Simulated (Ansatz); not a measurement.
## TePb: relaxation of cell and atoms with SVWN5

TePb:

```
Pb Te
1.0
     0.00000    3.23100    3.23100
     3.23100    0.00000    3.23100
     3.23100    3.23100    0.00000
Pb Te
1 1
Direct
  0.00000 0.00000 0.00000
  0.50000 0.50000 0.50000
```

```yaml
Program: Ansatz 0.2.0
Task: relaxation of cell and atoms
Functional: SVWN5
Potentials_or_basis: all-electron LAPW, scalar-relativistic
Basis_error_allowed: 0.002 eV/atom
k_mesh: 7 × 7 × 7
Occupations: methfessel-paxton, width 0.025 eV
Spin: no spin polarisation
```

```yaml
Relaxed_volume: 32.46 Å³/atom
Relaxed_cell: a = 4.511 Å, b = 4.511 Å, c = 4.511 Å, α = 60.00°, β = 60.00°, γ = 60.00°
Space_group_after_relaxing_to_0.05_Å: Fm-3m (No. 225)
Energy_gained_by_relaxing: 7.3 meV/atom
Ionic_steps: 4
Pressure_after_relaxing: 0.0 GPa
```

The path:
| step | energy change (eV) | largest force (eV/Å) | volume (Å³) |
| --- | --- | --- | --- |
| 1 | 0.0000 | 0.0000 | 67.46 |
| 2 | -0.0128 | 0.0000 | 63.99 |
| 3 | -0.0147 | 0.0000 | 64.93 |
| 4 | -0.0147 | 0.0000 | 64.93 |

Final structure:
```yaml
crystal:
  lattice:
    - [0.00000, 3.19006, 3.19006]
    - [3.19006, 0.00000, 3.19006]
    - [3.19006, 3.19006, 0.00000]
  atoms:
    - { symbol: Pb, position: [0.00000, 0.00000, 0.00000] }
    - { symbol: Te, position: [0.50000, 0.50000, 0.50000] }
```

Wall time 10 s on 1 thread of Intel(R) Xeon(R) 6975P-C (Granite Rapids), on a shared host, peak memory 0.31 GiB.

Caveat: this odd mesh misses L, where the gap lies, so gap, dielectric constants and Born charges aren't listed. Spin-orbit coupling is left out, which matters for the levels of Pb, Te.
